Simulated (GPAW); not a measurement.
# GaN (F-43m) in GPAW: further runs

Aim: see how the results for GaN move with the level of theory and the settings. Levels: PBE, vdW-DF2, PBEsol+D4. Tasks: one-shot levels of the hybrid HSE06, band structure, equation of state.

Program: GPAW 26.7.0. These are calculated values, not measurements. Logs are shortened: lines on timing, memory, paths and dates and some standing lists are left out, and cuts for length are marked. The log counts tension as positive stress, the text compression.

**The experiment to reproduce.**

From a printed reference work, textbook, for a bulk crystal of GaN at 0 K: band gap 3.299 eV (direct).

How close the calculation comes is told below.

## (1) Starting point

The structure is cubic, space group F-43m (No. 216). The conventional cell has a = 4.507 Å, b = 4.507 Å, c = 4.507 Å, α = 90.00°, β = 90.00°, γ = 90.00°. Around Ga (site symmetry -43m) lie 4 N at 1.95 Å. Around N (site symmetry -43m) lie 4 Ga at 1.95 Å.

The cell is a database's computed one.

## (2) One-shot levels of the hybrid HSE06, PBE

File run.py:

```python
import numpy as np
from ase.dft.bandgap import bandgap
from ase.io import read, write
from ase.units import GPa
from gpaw import GPAW, PW
from gpaw.hybrids import NonSelfConsistentHybridXCCalculator
from gpaw.hybrids.energy import non_self_consistent_energy

atoms = read('GaN.xyz')

calc = GPAW(mode=PW(600),
            xc='PBE',
            kpts={'size': (6, 6, 6), 'gamma': True},
            occupations={'name': 'fermi-dirac', 'width': 0.05},
            nbands=13,
            convergence={'density': 1e-05, 'energy': 1e-05, 'bands': 9, 'eigenstates': 1e-07},
            maxiter=150,
            txt='gpaw.txt')
atoms.calc = calc
energy = atoms.get_potential_energy()
forces = atoms.get_forces()
stress = atoms.get_stress()
calc.write('gs.gpw')
write('result.traj', atoms)
print(f'Energy: {energy:.6f} eV')
print('Forces (eV/A):')
print(forces.round(4))
print('Stress (GPa):', (stress / GPa).round(3))
print('Fermi level:', round(calc.get_fermi_level(), 4), 'eV')
print(f'Gap: {bandgap(calc)[0]:.4f} eV, direct: {bandgap(calc, direct=True)[0]:.4f} eV')

for xc in ['HSE06', 'EXX', 'YS-PBE0']:
    e = non_self_consistent_energy(calc, xc).sum()
    print(f'{xc} energy on these orbitals: {e:.6f} eV')
    nsc = NonSelfConsistentHybridXCCalculator.from_dft_calculation(
        calc.dft, xc, log=f'levels-{xc}.txt')
    dft_skn, hyb_skn = nsc.calculate(calc.dft.ibzwfs, 0, 9)
    np.savetxt(f'levels-{xc}.dat', hyb_skn.reshape((-1, hyb_skn.shape[-1])), fmt='%.4f')
```

File GaN.xyz:

```xyz
2
Lattice="0.0000000000 2.2535006075 2.2535006075 2.2535006075 0.0000000000 2.2535006075 2.2535006075 2.2535006075 0.0000000000" Properties=species:S:1:pos:R:3 pbc="T T T"
Ga     0.0000000000      0.0000000000      0.0000000000
N      1.1267503038      1.1267503038      1.1267503038
```

Potentials or basis: GPAW PAW data sets (gpaw-data 1.2.1), pw.

On the command line:

```bash
> OMP_NUM_THREADS=1 python run.py
```

gpaw.txt:

```text
__  _  _
 | _ |_)|_||  |
 |__||  | ||/\| - 26.7.0

Input parameters:
  mode=PW(ecut=600.0),
  convergence={'density': 1e-05, 'energy': 1e-05, 'bands': 9, 'eigenstates': 1e-07},
  kpts=MonkhorstPack(size=(6, 6, 6), gamma=True),
  maxiter=150,
  nbands=13,
  occupations=Occupations(name='fermi-dirac', width=0.05),
  xc=XC(name='PBE')

Diagonalizing LCAO Hamiltonian
Converting LCAO to pw mode

           N
       Ga

Atoms  # Å, Bohr magnetons
|   | symbol |        x |        y |        z |    initial magnetic moments |
|---|--------|----------|----------|----------|-----------------------------|
| 0 |     Ga | 0.000000 | 0.000000 | 0.000000 | ( 0.0000,  0.0000,  0.0000) |
| 1 |      N | 1.126750 | 1.126750 | 1.126750 | ( 0.0000,  0.0000,  0.0000) |

Unit cell  # Å
| periodic |        x |        y |        z |  lengths |    angles |
|----------|----------|----------|----------|----------|-----------|
|      yes | 0.000000 | 2.253501 | 2.253501 | 3.186931 | 60.000000 |
|      yes | 2.253501 | 0.000000 | 2.253501 | 3.186931 | 60.000000 |
|      yes | 2.253501 | 2.253501 | 0.000000 | 3.186931 | 60.000000 |

Number of symmetries: 24
Symmetry operations  # r_c * U_cc + t_c -> r_c
|    | kind |            matrix            |
|----|------|------------------------------|
|  0 |  E   |  1, 0, 0,  0, 1, 0,  0, 0, 1 |
|  1 |  σ   |  1, 0, 0,  0, 0, 1,  0, 1, 0 |
|  2 |  σ   |  1, 0,-1,  0, 1,-1,  0, 0,-1 |
|  3 |  C3  |  1, 0,-1,  0, 0,-1,  0, 1,-1 |
|  4 |  C3  |  1,-1, 0,  0,-1, 1,  0,-1, 0 |
|  5 |  σ   |  1,-1, 0,  0,-1, 0,  0,-1, 1 |
|  6 |  σ   |  0, 1, 0,  1, 0, 0,  0, 0, 1 |
|  7 |  C3  |  0, 1, 0,  0, 0, 1,  1, 0, 0 |
|  8 |  C2  |  0, 1,-1,  1, 0,-1,  0, 0,-1 |
|  9 |  S4  |  0, 1,-1,  0, 0,-1,  1, 0,-1 |
| 10 |  C3  |  0, 0, 1,  1, 0, 0,  0, 1, 0 |
| 11 |  σ   |  0, 0, 1,  0, 1, 0,  1, 0, 0 |
| 12 |  S4  |  0, 0,-1,  1, 0,-1,  0, 1,-1 |
| 13 |  C3  |  0, 0,-1,  0, 1,-1,  1, 0,-1 |
| 14 |  S4  |  0,-1, 1,  1,-1, 0,  0,-1, 0 |
| 15 |  C2  |  0,-1, 1,  0,-1, 0,  1,-1, 0 |
| 16 |  C3  |  0,-1, 0,  1,-1, 0,  0,-1, 1 |
| 17 |  S4  |  0,-1, 0,  0,-1, 1,  1,-1, 0 |
| 18 |  S4  | -1, 1, 0, -1, 0, 1, -1, 0, 0 |
| 19 |  C3  | -1, 1, 0, -1, 0, 0, -1, 0, 1 |
| 20 |  C3  | -1, 0, 1, -1, 1, 0, -1, 0, 0 |
| 21 |  S4  | -1, 0, 1, -1, 0, 0, -1, 1, 0 |
| 22 |  σ   | -1, 0, 0, -1, 1, 0, -1, 0, 1 |
| 23 |  C2  | -1, 0, 0, -1, 0, 1, -1, 1, 0 |

BZ-sampling:
  Number of BZ points: 216
  Number of IBZ points: 16

  Monkhorst-Pack size: [6, 6, 6]
  Monkhorst-Pack shift: [0.08333333333333333, 0.08333333333333333, 0.08333333333333333]

K-points  # in reciprocal-cell coordinates
|     |                                coordinates |     weight |
|-----|--------------------------------------------|------------|
|   0 | (  0.00000000,   0.00000000,   0.00000000) | 0.00462963 |
|   1 | (  0.16666667,   0.16666667,   0.00000000) | 0.02777778 |
|   2 | (  0.16666667,   0.16666667,   0.16666667) | 0.03703704 |
|   3 | (  0.33333333,   0.16666667,   0.16666667) | 0.05555556 |
|   4 | (  0.33333333,   0.33333333,  -0.33333333) | 0.05555556 |
|   5 | (  0.33333333,   0.33333333,   0.00000000) | 0.02777778 |
|   6 | (  0.33333333,   0.33333333,   0.16666667) | 0.11111111 |
|   7 | (  0.33333333,   0.33333333,   0.33333333) | 0.03703704 |
|   8 | (  0.50000000,   0.33333333,  -0.33333333) | 0.11111111 |
|   9 | (  0.50000000,   0.33333333,  -0.16666667) | 0.05555556 |
| ... |                                            |            |
|  15 | (  0.50000000,   0.50000000,   0.50000000) | 0.01851852 |

Plane wave coefficients: 778
Cutoff: 600.0 eV

Spin-components: 1 (collinear spins)
Bands:           13
Projectors:      10
Spin-degeneracy: 2
Datatype:        complex128

Parallelization:
  kpt:    1
  domain: 1
  band:   1

Density:
  Valence electrons: 8.0
  Components: 1
  Grid points: [20 20 20]
  Charge: 0.0  # |e|

Potential:
  Grid points: [20 20 20]

species:
  Ga:
    name:    Gallium
    Z:       31.0
    valence: 3
    core:    28
    charge:  0.0  # [|e|]
    compensation charges:
      type: gauss
      rc: 0.37  # [Å]
      lmax: 2
    cutoffs:
      filter: 2.06  # [Å]
      core: 4.17  # [Å]
    projectors
    | kind |    occ | energy [eV] | rcut [Å] |
    |------|--------|-------------|----------|
    |   4s |  2.000 |      -8.945 |    1.164 |
    |   4p |  1.000 |      -2.580 |    1.164 |
    |    s |        |      18.266 |    1.164 |
    |    p |        |      24.631 |    1.164 |
    |    d |        |       0.000 |    1.164 |

    Using partial waves for Ga as LCAO basis

  N:
    name:    Nitrogen
    Z:       7.0
    valence: 5
    core:    2
    charge:  0.0  # [|e|]
    compensation charges:
      type: gauss
      rc: 0.18  # [Å]
      lmax: 2
    cutoffs:
      filter: 1.11  # [Å]
      core: 0.96  # [Å]
    projectors
    | kind |    occ | energy [eV] | rcut [Å] |
    |------|--------|-------------|----------|
    |   2s |  2.000 |     -18.583 |    0.603 |
    |   2p |  3.000 |      -7.089 |    0.529 |
    |    s |        |       8.629 |    0.603 |
    |    p |        |      20.123 |    0.529 |
    |    d |        |       0.000 |    0.577 |

    Using partial waves for N as LCAO basis

Reference energy: -54366.393033  # eV

eigensolver:
  PPCG
  Converge bands: 9
  niter=2

density mixing:
  MSR1-Mixer
  Pratt-step length: 0.05
  Maximum mixing coefficient: 0.75
  Old densities: 10
  SVD Regularization: 0.005
  Good broyden scale: 1.0
  Trust region scale: 1.0
  Backstep threshold: 4.0
  History deletion threshold: 6.0
  Fourier metric: weight=20.0, sigma=0.015

occupation numbers:
  Fermi-Dirac:
    width: 0.0500  # eV

poisson solver:
  ecut: 4800.0  # eV

xc functional:
  name: PBE with 2 nearest neighbor stencil

convergence criteria:
- Maximum integral of absolute [dens]ity change: 1e-05 electrons / valence electron
- Maximum [total energy] change in last 3 cyles: 1e-05 eV / valence electron
- Maximum integral of absolute [eigenst]ate change: 1e-07 eV^2 / valence electron
maximum number of iterations: 150

SCF iterations
|iter     | |      energy | eigst |  dens |
|---------|-|-------------|-------|-------|
|iter:   1| |  -13.685653 | +1.83 |       |
|iter:   2| |  -13.208039 | +0.05 | -0.57 |
|iter:   3| |  -11.918800 | -0.74 | -0.62 |
|iter:   4| |  -11.916882 | -3.20 | -1.30 |
|iter:   5| |  -11.917772 | -3.22 | -1.57 |
|iter:   6| |  -11.917812 | -5.27 | -2.83 |
|iter:   7| |  -11.917825c| -5.70 | -3.16 |
|iter:   8| |  -11.917825c| -6.70 | -4.43 |
|iter:   9| |  -11.917825c| -7.24c| -4.85 |
|iter:  10| |  -11.917825c| -8.22c| -5.98c|

Converged in 10 steps
Energy contributions relative to reference atoms: (reference = -54366.393033)

Energy contributions:
  Kinetic:          32.991170
  Coulomb:         -28.712772
  Zero:              0.056909
  External:          0.000000
  Xc:              -16.253133
  Entropy:          -0.000000
  Spinorbit:         0.000000
  ----------------------------
  Free energy:     -11.917825
  Extrapolated:    -11.917825

dipole moment: (-12.569363, -12.569363, -12.569363)  # |e|*Ang

Fermi level: 7.335
Eigenvalues  # (at kpt = [0.000, 0.000, 0.000])
| band index |      eig [eV] | occ [0-2] |
|------------|---------------|-----------|
|          0 |        -9.477 |     2.000 |
|          1 |         6.413 |     2.000 |
|          2 |         6.413 |     2.000 |
|          3 |         6.413 |     2.000 |
|          4 |         8.215 |     0.000 |
|          5 |        16.801 |     0.000 |
|          6 |        16.801 |     0.000 |
|          7 |        16.801 |     0.000 |
|          8 |        24.094 |     0.000 |
|          9 |        24.823 |     0.000 |
|         10 |        24.823 |     0.000 |
|         11 |        24.824 |     0.000 |
|         12 |        24.850 |     0.000 |

Gap: 1.802 eV
Transition (v -> c):
  (s=0, k=0, n=3, [0.00, 0.00, 0.00]) -> (s=0, k=0, n=4, [0.00, 0.00, 0.00])
No difference between direct/indirect transitions

Forces  # eV/Ang
|        x |        y |        z |
|----------|----------|----------|
|  0.00000 |  0.00000 |  0.00000 |  # Ga   0
| -0.00000 | -0.00000 | -0.00000 |  # N    1

Stress tensor  # eV/Ang^3
|         x |         y |         z |
|-----------|-----------|-----------|
| -0.044057 | -0.000000 | -0.000000 |
| -0.000000 | -0.044057 | -0.000000 |
| -0.000000 | -0.000000 | -0.044057 |

# Writing to gs.gpw (mode='')
```

Wall time 2.7 min (1 thread of Intel Xeon Platinum 8488C (Sapphire Rapids), shared host); peak memory 0.37 GiB.

What came out:

| Quantity | Value |
| --- | --- |
| Free energy | -11.9178 eV |
| Pressure | 7.1 GPa |
| Band gap on the k mesh | 1.80 eV, direct |
| Band gap of the one-shot hybrid | 2.97 eV |
| Direct band gap of the one-shot hybrid | 2.97 eV |

Band gaps from one-shot exact exchange on these states (eV): hse06 2.97, hf 9.34, ys_pbe0 3.20

Caveat: the k mesh is coarse; the cutoff is short for stress and forces, so pressures can be off by a GPa or more; energy and the plain gap are those of the semilocal run; the hybrids' values are one shot on its orbitals and mesh.

(Part 1 of 2 ends here.)
